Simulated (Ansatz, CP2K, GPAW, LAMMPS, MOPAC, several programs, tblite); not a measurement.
**RbCl from cheap methods to r2SCAN**

Aim: run RbCl through methods of unlike cost and see what each gets, and at what price.

Computed with LAMMPS, MOPAC, tblite, CP2K, GPAW, Ansatz (versions at each run) (no spin polarisation, static lattice; gaps from single points on the cell relaxed beforehand with r²SCAN, unless a step's input says otherwise).

**1. The system as given**

The structure is cubic, space group Fm-3m (No. 225). The conventional cell has a = 6.611 Å, b = 6.611 Å, c = 6.611 Å, α = 90.00°, β = 90.00°, γ = 90.00°. Rb (site symmetry m-3m) is surrounded by 6 Cl at 3.31 Å. Around Cl (site symmetry m-3m) lie 6 Rb at 3.31 Å.

Structure file:

```
CELL_PARAMETERS angstrom
0.00000 3.30573 3.30573
3.30573 0.00000 3.30573
3.30573 3.30573 0.00000
ATOMIC_POSITIONS crystal
Rb 0.00000 0.00000 0.00000
Cl 0.50000 0.50000 0.50000
```

**Question.** The methods are ffield.eim, PM6, PM7, GFN1-xTB (tblite), GFN2-xTB (tblite), PBE/DZVP, PBE/single-zeta, PBE/SZV, coarse PBE, GLLB-SC, PBE, r2SCAN. What gap does r2SCAN give on this cell, and which other methods (full PBE left aside) come nearest to r2SCAN and farthest in gap, volume and bulk modulus?

```
                                               quantity                                  value
                                                 r2SCAN  gap 5.56 eV, 36.12 Å³/atom, B₀ 17 GPa
         gap: nearest and farthest of the other methods  coarse PBE (-0.60 eV), PM6 (+6.05 eV)
      volume: nearest and farthest of the other methods  ffield.eim (-2.0 %), PBE/SZV (+6.3 %)
bulk modulus: nearest and farthest of the other methods    PBE/SZV (+6 %), ffield.eim (+777 %)
```

What this shows: For the gap, of the 8 methods compared (full PBE left aside), coarse PBE comes nearest to r2SCAN and PM6 is farthest. For the volume, of the 4 methods compared (full PBE left aside), ffield.eim comes nearest to r2SCAN and PBE/SZV is farthest. Among the 4 methods compared for the bulk modulus (full PBE left aside), PBE/SZV is nearest to r2SCAN and ffield.eim farthest. A minimal basis or a coarse cutoff and mesh shifts results by its own error, so closeness to r2SCAN can be chance. Cluster runs see only the k-points that fold onto the zone centre, so their gaps can miss the band edges. GLLB-SC is compared with its derivative discontinuity added. GFN1-xTB (tblite) ended in an unphysical state and is left out of the comparison. No volume is given for PM6, PM7, GFN2-xTB (tblite), PBE/single-zeta, which can hide a larger miss. CPU times run from 0.15 s (ffield.eim) to 35 s (PBE/DZVP). On this cell PBE/DZVP, PBE/single-zeta, PBE/SZV, GLLB-SC cost more than r2SCAN itself (6.8 s), so they are no saving here. PM7 disagrees with r2SCAN even on whether there is a gap. r2SCAN is a yardstick, not the truth: it usually gives gaps below the measured ones.
